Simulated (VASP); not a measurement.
# BaS (Fm-3m) in VASP: a series of runs

Aim: see how the results for BaS move with the level of theory and the settings. Levels: r2SCAN, PBE. Tasks: single point.

Everything below comes from runs of VASP 6.6.1. Logs are shortened: lines on timing, memory, paths and dates and some standing lists are left out, and cuts for length are marked.

**The experiment to reproduce.**

A printed reference work, monograph, original work of 1988 reports, for a bulk crystal of BaS at 2 K: band gap 3.806 eV (indirect).

The results are compared with them further down.

## (1) The cell of the first run

It takes space group Fm-3m (No. 225, cubic). The conventional cell has a = 6.487 Å, b = 6.487 Å, c = 6.487 Å, α = 90.00°, β = 90.00°, γ = 90.00°. Within 4.3 Å of Ba (site symmetry m-3m) lie 6 S at 3.24 Å. S (site symmetry m-3m) has 6 Ba at 3.24 Å within 4.3 Å.

## (2) Single point, r2SCAN (volume changed by +3%)

The input, POSCAR:

```
BaS
1.0
    0.0000000000      3.2437130834      3.2437130834
    3.2437130834      0.0000000000      3.2437130834
    3.2437130834      3.2437130834      0.0000000000
Ba S
1 1
Direct
    0.0000000000      0.0000000000      0.0000000000
    0.5000000000      0.5000000000      0.5000000000
```

The input, INCAR.step1:

```
PREC     = Accurate       # precision mode
ENCUT    = 520            # plane-wave cutoff, eV
ISMEAR   = 0              # smearing method
SIGMA    = 0.01           # smearing width, eV
LREAL    = False          # projectors in reciprocal space
LASPH    = True           # aspherical terms in the spheres
NELM     = 80             # most SCF steps
NBANDS   = 15             # bands
GGA      = PE             # functional
ALGO     = Normal         # electronic algorithm
EDIFF    = 1E-4           # SCF threshold, eV
LWAVE    = True           # write WAVECAR
LCHARG   = False          # write CHGCAR
```

The input, INCAR.step2:

```
PREC     = Accurate       # precision mode
ENCUT    = 520            # plane-wave cutoff, eV
EDIFF    = 1E-6           # SCF threshold, eV
ISMEAR   = 0              # smearing method
SIGMA    = 0.01           # smearing width, eV
LREAL    = False          # projectors in reciprocal space
LASPH    = True           # aspherical terms in the spheres
NELM     = 80             # most SCF steps
ALGO     = Normal         # electronic algorithm
ISIF     = 2              # what is computed and relaxed
LWAVE    = False          # write WAVECAR
LCHARG   = False          # write CHGCAR
METAGGA  = R2SCAN         # meta-GGA
LMIXTAU  = True         
NBANDS   = 15             # bands
ISTART   = 1
```

The input, KPOINTS:

```
regular mesh
0
Gamma
  6 6 6
```

Potentials or basis: VASP PAW PBE potentials, release 64 (Ba_sv, S).

Command:

```sh
$ cat potpaw_PBE.64/Ba_sv/POTCAR potpaw_PBE.64/S/POTCAR > POTCAR
$ cp INCAR.step1 INCAR
$ mpirun -np 1 vasp_std > vasp.out
$ cp INCAR.step2 INCAR
$ mpirun -np 1 vasp_std > vasp.out
```

OUTCAR:

```text
PREC = Accurate
   ENCUT = 520
   EDIFF = 1E-6
   ISMEAR = 0
   LREAL = False
   LASPH = True
   NELM = 80
   ISIF = 2
   METAGGA = R2SCAN
   ISTART = 1

 ion  position               nearest neighbor table
   1  0.000  0.000  0.000-   2 3.24   2 3.24   2 3.24   2 3.24   2 3.24   2 3.24
   2  0.500  0.500  0.500-   1 3.24   1 3.24   1 3.24   1 3.24   1 3.24   1 3.24

  LATTYP: Found a face centered cubic cell.
 ALAT       =     6.4874261668

  Lattice vectors:

 A1 = (   0.0000000000,   3.2437130834,   3.2437130834)
 A2 = (   3.2437130834,   0.0000000000,   3.2437130834)
 A3 = (   3.2437130834,   3.2437130834,   0.0000000000)

Analysis of symmetry for initial positions (statically):
=====================================================================
 Subroutine PRICEL returns:
 Original cell was already a primitive cell.

 Routine SETGRP: Setting up the symmetry group for a
 face centered cubic supercell.

 Subroutine GETGRP returns: Found 48 space group operations
 (whereof 48 operations were pure point group operations)
 out of a pool of 48 trial point group operations.

The static configuration has the point symmetry O_h .

Analysis of symmetry for dynamics (positions and initial velocities):
=====================================================================
 Subroutine PRICEL returns:
 Original cell was already a primitive cell.

 Routine SETGRP: Setting up the symmetry group for a
 face centered cubic supercell.

 Subroutine GETGRP returns: Found 48 space group operations
 (whereof 48 operations were pure point group operations)
 out of a pool of 48 trial point group operations.

The dynamic configuration has the point symmetry O_h .

 Subroutine INISYM returns: Found 48 space group operations
 (whereof 48 operations are pure point group operations),
 and found     1 'primitive' translations

----------------------------------------------------------------------------------------

                                     Primitive cell

  volume of cell :      68.2586

  direct lattice vectors                    reciprocal lattice vectors
     0.000000000  3.243713083  3.243713083    -0.154144336  0.154144336  0.154144336
     3.243713083  0.000000000  3.243713083     0.154144336 -0.154144336  0.154144336
     3.243713083  3.243713083  0.000000000     0.154144336  0.154144336 -0.154144336

  length of vectors
     4.587303035  4.587303035  4.587303035     0.266985822  0.266985822  0.266985822

  position of ions in fractional coordinates (direct lattice)
     0.000000000  0.000000000  0.000000000
     0.500000000  0.500000000  0.500000000

  ion indices of the primitive-cell ions
   primitive index   ion index
                 1           1
                 2           2

----------------------------------------------------------------------------------------

 KPOINTS: regular mesh

Automatic generation of k-mesh.
 Grid dimensions read from file:
 generate k-points for:    6    6    6

 Generating k-lattice:

  Cartesian coordinates                     Fractional coordinates (reciprocal lattice)
    -0.025690723  0.025690723  0.025690723     0.166666667  0.000000000  0.000000000
     0.025690723 -0.025690723  0.025690723     0.000000000  0.166666667  0.000000000
     0.025690723  0.025690723 -0.025690723     0.000000000  0.000000000  0.166666667

  Length of vectors
     0.044497637  0.044497637  0.044497637

  Shift w.r.t. Gamma in fractional coordinates (k-lattice)
     0.000000000  0.000000000  0.000000000

 Subroutine IBZKPT returns following result:
 ===========================================

 Found     16 irreducible k-points:

 Following reciprocal coordinates:
            Coordinates               Weight
  0.000000  0.000000  0.000000      1.000000
  0.166667  0.000000  0.000000      8.000000
  0.333333  0.000000  0.000000      8.000000
  0.500000  0.000000  0.000000      4.000000
  0.166667  0.166667  0.000000      6.000000
  0.333333  0.166667  0.000000     24.000000
[... 8 lines left out ...]
 -0.333333  0.333333  0.166667     24.000000
 -0.333333  0.500000  0.166667     12.000000
   k-points           NKPTS =     16   k-points in BZ     NKDIM =     16   number of bands    NBANDS=     15
   number of dos      NEDOS =    301   number of ions     NIONS =      2
   total plane-waves  NPLWV =  46656
   dimension x,y,z NGX =    36 NGY =   36 NGZ =   36
   dimension x,y,z NGXF=    72 NGYF=   72 NGZF=   72
   ions per type =               1   1
   NGX,Y,Z   is equivalent  to a cutoff of  13.05, 13.05, 13.05 a.u.
   NGXF,Y,Z  is equivalent  to a cutoff of  26.09, 26.09, 26.09 a.u.
 SYSTEM =  unknown system
   PREC   = accura    normal or accurate (medium, high low for compatibility)
   ISTART =      1    job   : 0-new  1-cont  2-samecut
   ICHARG =      0    charge: 1-file 2-atom 10-const
   ISPIN  =      1    spin polarized calculation?
   LNONCOLLINEAR =      F non collinear calculations
   LSORBIT =      F    spin-orbit coupling
   LASPH  =      T    aspherical Exc in radial PAW
   ENCUT  =  520.0 eV  38.22 Ry    6.18 a.u.   8.53  8.53  8.53*2*pi/ulx,y,z
   NELM   =     80;   NELMIN=  2; NELMDL=  0     # of ELM steps
   EDIFF  = 0.1E-05   stopping-criterion for ELM
   LREAL  =      F    real-space projection
   EDIFFG = 0.1E-04   stopping-criterion for IOM
   NSW    =      0    number of steps for IOM
   IBRION =     -1    ionic relax: 0-MD 1-quasi-New 2-CG
   NFREE  =      0    steps in history (QN), initial steepest desc. (CG)
   ISIF   =      2    stress and relaxation
   ISYM   =      2    0-nonsym 1-usesym 2-fastsym
   POTIM  = 0.5000    time-step for ionic-motion
   TEBEG  =    0.0;   TEEND  =   0.0 temperature during run
   PSTRESS=    0.0 pullay stress
   NELECT =      16.0000    total number of electrons
   NUPDOWN=      -1.0000    fix difference up-down
   EMIN   =  10.00;   EMAX   =-10.00  energy-range for DOS
   EFERMI =   0.00;   METHOD = LEGACY
   ISMEAR =     0;   SIGMA  =   0.01  broadening in eV -4-tet -1-fermi 0-gaus
   EFERMI_NEDOS =   21; number of points for ismear=-14 and -15
   IALGO  =     38    algorithm
   IMIX   =      4    mixing-type and parameters
     AMIX     =   0.40;   BMIX     =  1.00
     AMIX_MAG =   1.60;   BMIX_MAG =  1.00
  volume/ion in A,a.u.               =      34.13       230.32
  Fermi-wavevector in a.u.,A,eV,Ry     =   1.009398  1.907485 13.862760  1.018884
  Thomas-Fermi vector in A             =   2.142324
   LORBIT       =      0    0 simple, 1 ext, 2 COOP (PROOUT), +10 PAW based schemes
   METAGGA = R2SCAN    functional components
   LHFCALC =     F    Hartree Fock is set to
   AEXX    =    0.0000 exact exchange contribution
   IVDW    =     0    specifies the selected vdW correction
   LEPSILON=     F    determine dielectric tensor
   LRPA    =     F    only Hartree local field effects (RPA)
 non-spin polarized calculation
 Gauss-broadening in eV      SIGMA  =   0.01
  energy-cutoff  :      520.00
  volume of cell :       68.26
 maximum number of plane-waves:      1868
 NGX is ok and might be reduce to    36
   NGX = 17   NGY = 17   NGZ = 17

 number of electron      16.0000001 magnetization

 Free energy of the ion-electron system (eV)
  ---------------------------------------------------
  ext. energy  EPLUGINS =         0.00000000
  ---------------------------------------------------
  free energy    TOTEN  =       -39.20449833 eV

  energy without entropy =      -39.20449833  energy(sigma->0) =      -39.20449833

 E-fermi :   1.0328     XC(G=0):  -8.8752

 val. band max:        0.9844409549   @ k =   0.0000   0.0000   0.0000
 cond. band min:       3.5200506031   @ k =   0.5000   0.5000   0.0000
 fundamental gap:      2.5356096482
 Fermi energy:         1.0327772814

 k-point     1 :       0.0000    0.0000    0.0000
  band No.  band energies     occupation
      1     -25.9824      2.00000
      2     -10.6198      2.00000
      3     -10.6198      2.00000
      4     -10.6198      2.00000
      5      -9.7422      2.00000
      6       0.9844      2.00000
      7       0.9844      2.00000
      8       0.9844      2.00000
      9       4.9668      0.00000
     10       5.2804      0.00000
     11       5.2804      0.00000
     12       5.2804      0.00000
     13       6.2718      0.00000
     14       6.2718      0.00000
     15      10.0848      0.00000

 k-point     2 :       0.1667    0.0000    0.0000
  band No.  band energies     occupation
      1     -25.9732      2.00000
      2     -11.0092      2.00000
      3     -10.6277      2.00000
      4     -10.6277      2.00000
      5      -9.3275      2.00000
      6       0.3875      2.00000
      7       0.6786      2.00000
      8       0.6786      2.00000
      9       5.3017      0.00000
     10       5.6812      0.00000
     11       5.6812      0.00000
     12       5.8952      0.00000
     13       7.0079      0.00000
     14       7.0079      0.00000
     15      11.1223      0.00000

 k-point     3 :       0.3333    0.0000    0.0000
  band No.  band energies     occupation
      1     -25.9546      2.00000
      2     -11.4655      2.00000
      3     -10.6434      2.00000
      4     -10.6434      2.00000
      5      -8.8171      2.00000
      6      -0.4791      2.00000
      7       0.1925      2.00000
      8       0.1925      2.00000
      9       5.8171      0.00000
     10       6.7454      0.00000
     11       6.7454      0.00000
     12       7.3023      0.00000
     13       8.6989      0.00000
     14       8.6989      0.00000
     15      11.7124      0.00000
[... 199 lines left out ...]
 k-point    15 :      -0.3333    0.3333    0.1667
  band No.  band energies     occupation
      1     -25.9369      2.00000
      2     -11.3093      2.00000
      3     -10.8455      2.00000
      4     -10.7636      2.00000
      5      -9.0311      2.00000
      6      -0.2209      2.00000
      7       0.3072      2.00000
      8       0.3568      2.00000
      9       5.8160      0.00000
     10       5.9164      0.00000
     11       7.9922      0.00000
     12       8.3163      0.00000
     13       8.7963      0.00000
     14      10.6567      0.00000
     15      10.8728      0.00000

 k-point    16 :      -0.3333    0.5000    0.1667
  band No.  band energies     occupation
      1     -25.9342      2.00000
      2     -11.0231      2.00000
      3     -10.9685      2.00000
      4     -10.8450      2.00000
      5      -9.2809      2.00000
      6       0.1450      2.00000
      7       0.4224      2.00000
      8       0.5928      2.00000
      9       4.5780      0.00000
     10       6.8758      0.00000
     11       7.5887      0.00000
     12       8.3927      0.00000
     13       8.7941      0.00000
     14       9.7519      0.00000
     15      11.1067      0.00000

------------------------ aborting loop because EDIFF is reached ----------------------------------------

  FORCE on cell =-STRESS in cart. coord.  units (eV):
  Direction    XX          YY          ZZ          XY          YZ          ZX
  --------------------------------------------------------------------------------------
  -------------------------------------------------------------------------------------
  Total       -0.3034587     -0.3034587     -0.3034587     -0.0000000      0.0000000     -0.0000000
  in kB       -7.1228345     -7.1228345     -7.1228345     -0.0000000      0.0000000     -0.0000000
  external PRESSURE =      -7.1228345 kB  Pullay stress =       0.0000000 kB

 VOLUME and BASIS-vectors are now :
 -----------------------------------------------------------------------------
  energy-cutoff  :      520.00
  volume of cell :       68.26
      direct lattice vectors                 reciprocal lattice vectors
     0.000000000  3.243713083  3.243713083    -0.154144336  0.154144336  0.154144336
     3.243713083  0.000000000  3.243713083     0.154144336 -0.154144336  0.154144336
     3.243713083  3.243713083  0.000000000     0.154144336  0.154144336 -0.154144336

 POSITION                                       TOTAL-FORCE (eV/Angst)
 -----------------------------------------------------------------------------------
      0.00000      0.00000      0.00000         0.000000     -0.000000      0.000000
      3.24371      3.24371      3.24371        -0.000000      0.000000     -0.000000
 -----------------------------------------------------------------------------------
    total drift:                                0.000000      0.000000      0.000000

  FREE ENERGIE OF THE ION-ELECTRON SYSTEM (eV)
  ---------------------------------------------------
  free  energy   TOTEN  =       -39.2044983305 eV

  energy  without entropy=      -39.2044983305  energy(sigma->0) =      -39.20449833
```

Wall time 56 s (1 thread of Intel Xeon Platinum 8488C (Sapphire Rapids), shared host); peak memory 0.22 GiB.

Results:

* Free energy: -39.2045 eV
* Pressure: -0.7 GPa
* Band gap on the k mesh: 2.54 eV, indirect (least direct gap 2.69 eV)

Caveat: the PAW data sets were made with another functional, which shifts forces and pressure a little; spin-orbit coupling is left out, which moves the levels of the heavy elements. A k mesh can miss the band edges.

## (3) Single point, r2SCAN (volume changed by +6%)

The input, POSCAR:

```
BaS
1.0
    0.0000000000      3.2749045458      3.2749045458
    3.2749045458      0.0000000000      3.2749045458
    3.2749045458      3.2749045458      0.0000000000
Ba S
1 1
Direct
    0.0000000000      0.0000000000      0.0000000000
    0.5000000000      0.5000000000      0.5000000000
```

The input, INCAR.step1:

```
SYSTEM = BaS
ALGO = Normal ; EDIFF = 1E-4
ENCUT = 520 ; GGA = PE
ISMEAR = 0 ; LASPH = .True.
LCHARG = .False. ; LREAL = .False.
LWAVE = .True. ; NBANDS = 15
NELM = 80 ; PREC = Accurate
SIGMA = 0.01
```

The input, INCAR.step2:

```
SYSTEM = BaS
ALGO = Normal ; EDIFF = 1E-7
ENCUT = 520 ; ISIF = 2
ISMEAR = 0 ; ISTART = 1
LASPH = .True. ; LCHARG = .True.
LELF = .True. ; LMIXTAU = .True.
LREAL = .False. ; LVHAR = .True.
LWAVE = .False. ; METAGGA = R2SCAN
NBANDS = 15 ; NELM = 80
PREC = Accurate ; SIGMA = 0.01
```

The input, KPOINTS:

```
k-points
0
Gamma
  6 6 6
  0 0 0
```

Potentials or basis: VASP PAW PBE potentials, release 64 (Ba_sv, S).

Command:

```sh
$ cat potpaw_PBE.64/Ba_sv/POTCAR potpaw_PBE.64/S/POTCAR > POTCAR
$ cp INCAR.step1 INCAR
$ mpirun -np 1 vasp_std > vasp.out
$ cp INCAR.step2 INCAR
$ mpirun -np 1 vasp_std > vasp.out
```

Wall time 59 s (1 thread of Intel Xeon Platinum 8488C (Sapphire Rapids), shared host); peak memory 0.22 GiB.

Results (log left out):

- Free energy: -39.1888 eV
- Pressure: -1.8 GPa
- Band gap on the k mesh: 2.57 eV, indirect (least direct gap 2.74 eV)

Levels at points of the mesh, in eV from the valence-band top:
```tsv
k point	band 5	band 6	band 7	band 8	band 9	band 10	band 11	band 12
(0.00, 0.00, 0.00)	-10.68	0.00	0.00	0.00	3.84	4.28	4.28	4.28
(0.50, 0.00, 0.00)	-9.68	-1.76	-0.94	-0.94	5.77	5.89	6.56	6.56
(0.50, 0.50, 0.00)	-10.59	-0.60	-0.17	-0.17	2.57	6.26	6.32	7.64
```

Caveat: the PAW data sets were made with another functional, which shifts forces and pressure a little; spin-orbit coupling is left out, which moves the levels of the heavy elements.

[end of part 1 of 2]
